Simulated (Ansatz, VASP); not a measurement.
## Te in VASP and in Ansatz

```
Te
1.0
    -2.95779    3.87597    1.53515
     2.95779   -3.87597    1.53515
     2.95779    3.87597   -1.53515
Te
2
Direct
  0.99907 0.24907 0.75000
  0.00093 0.75093 0.25000
```

Alike in both runs: task single point; functional PBEsol; k mesh 6 × 6 × 6; occupations gaussian, width 0.1 eV; no spin polarisation.

|  | VASP | Ansatz |
| --- | --- | --- |
| version | VASP 6.6.1 | Ansatz 0.2.0 |
| potentials or method | VASP PAW PBE potentials, release 64 (Te) | scalar-relativistic, plane waves, PAW |
| plane-wave cutoff (eV) | 520 | 420 |
| valence electrons in the cell | 12 | 32 |

VASP gave:

| Quantity | Value |
| --- | --- |
| gap on the k mesh at the Fermi level (eV) | none |
| pressure (GPa) | -1.3 |
| largest component of the traceless stress (GPa) | 1.40 |

**Question.** Which values does Ansatz return?

**Answer.** gap on the k mesh at the Fermi level (eV): none; pressure (GPa): -1.4; largest component of the traceless stress (GPa): 1.43.

A gap of «none» marks a metal or a gap that the smearing closes. The two sets of potentials don't hold the same shells in valence.

Caveats: the k mesh is coarse (spacing up to 0.38 Å⁻¹), so the values aren't converged; the PAW data sets were made with another functional, which shifts forces and pressure a little (VASP). The runs have no spin-orbit coupling, so splittings on Te are missing.
